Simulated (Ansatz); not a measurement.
## How the vibrations of AlCu3 change with volume

Computed with DFT PBEsol, scalar-relativistic, plane waves, PAW (Ansatz). Cutoff 420 eV, 12×12×8 k-points (Γ-centred), Fermi-Dirac smearing of 0.15 eV. No spin polarisation. Phonons by linear response, acoustic sum rule imposed.

Relaxed structure:
```
Al Cu
1.0
     5.14460    0.00000    0.00000
    -2.57230    4.45535    0.00000
     0.00000    0.00000    4.17613
Al Cu
2 6
Direct
  0.66667 0.33333 0.25000
  0.33333 0.66667 0.75000
  0.33057 0.16528 0.75000
  0.83472 0.16528 0.75000
  0.83472 0.66943 0.75000
  0.66943 0.83472 0.25000
  0.16528 0.83472 0.25000
  0.16528 0.33057 0.25000
```

In a metal, frequencies depend on the k mesh and the smearing, soft modes most.

Cells at 0.98 and 1.02 times the equilibrium volume were relaxed in shape and atoms; γ = −d ln ν / d ln V, modes matched by rank.

(1) Give the optical frequencies at Γ (cm⁻¹) at the three volumes and the mode Grüneisen parameters.

(2) What pressures hold the two strained cells, and what bulk modulus follows?

Answers

(1)
```csv
0.98 V,V,1.02 V,γ,degeneracy
124,120,116,1.66,2
134,130,126,1.49,1
143,137,132,1.87,2
148,143,138,1.65,2
178,171,164,2.10,1
180,173,166,1.99,1
194,185,177,2.19,2
202,193,185,2.24,2
225,214,204,2.41,1
242,230,219,2.43,1
296,285,274,1.92,1
308,296,285,1.94,2
321,308,296,2.04,2
324,311,299,1.99,1
```

(2) 3.22 GPa at 0.98 V and -2.87 GPa at 1.02 V, so B = −dP/d ln V ≈ 152 GPa.